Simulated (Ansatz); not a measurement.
**Cu3Au (Auricupride): single point with PBE**

Cu3Au (Auricupride):

```
Au Cu
1.0
     3.74000    0.00000    0.00000
     0.00000    3.74000    0.00000
     0.00000    0.00000    3.74000
Au Cu
1 3
Direct
  0.00000 0.00000 0.00000
  0.50000 0.50000 0.00000
  0.50000 0.00000 0.50000
  0.00000 0.50000 0.50000
```

```
Program             : Ansatz 0.2.0
Task                : single point
Functional          : PBE
Potentials or basis : Ansatz PAW
Cutoff              : 420 eV (not typed: the program's choice for these potentials)
k mesh              : 7 × 7 × 7
Occupations         : gaussian, width 0.026 eV
Spin                : no spin polarisation
```

- Pressure: 5.0 GPa
- Band gap on the k mesh: none (metal or under the smearing width)

Levels at points of the mesh, in eV from the Fermi level:
```csv
k point,band 35,band 36,band 37,band 38,band 39,band 40,band 41,band 42
"(0.00, 0.00, 0.00)",-1.29,-1.29,-1.29,1.30,1.30,1.30,6.12,7.64
```

Run time: 1.3 s on 2 threads of Arm Neoverse V2, on a shared host, peak memory 0.34 GiB.

The run has no spin-orbit coupling, so splittings on Au are missing.
